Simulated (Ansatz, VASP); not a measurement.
# Te2Mo in VASP and in Ansatz

```
CELL_PARAMETERS angstrom
-3.49516 0.00000 0.00000
-1.74758 -3.02690 0.00000
-1.16505 0.00000 16.24912
ATOMIC_POSITIONS crystal
Te 0.23290 0.33333 0.30130
Te 0.07649 0.33333 0.77053
Te 0.31468 0.33333 0.05597
Te 0.15827 0.33333 0.52520
Mo 0.86225 0.00000 0.41325
Mo 0.70584 0.00000 0.88248
```

Alike in both runs: task single point; functional PBE; dispersion D3(BJ); k mesh 9 × 9 × 2; occupations gaussian, width 0.05 eV; no spin polarisation.

```csv
,VASP,Ansatz
version,VASP 6.6.1,Ansatz 0.2.0
potentials or method,"VASP PAW PBE potentials, release 64 (Te, Mo_sv)","scalar-relativistic, plane waves, PAW"
plane-wave cutoff (eV),520,420
valence electrons in the cell,52,92
```

|  | VASP | Ansatz | Ansatz less VASP |
| --- | --- | --- | --- |
| gap on the k mesh at the Fermi level (eV) | none | none | - |
| pressure (GPa) | -5.1 | -5.1 | 0.00 |
| largest component of the traceless stress (GPa) | 0.58 | 0.63 | +0.048 |
| rms of the force components (eV/Å) | 0.447 | 0.448 | +0.0012 |

Atom by atom the forces differ by 0.005 eV/Å (rms over components). A gap of «none» marks a metal or a gap that the smearing closes. The two sets of potentials don't hold the same shells in valence.

Caveats: pairwise dispersion overbinds metals, which lowers pressure and volume; forces of over 1 eV/Å show positions far from the minimum, so gaps and moduli don't describe the material at rest. The runs have no spin-orbit coupling, so splittings on Te are missing.
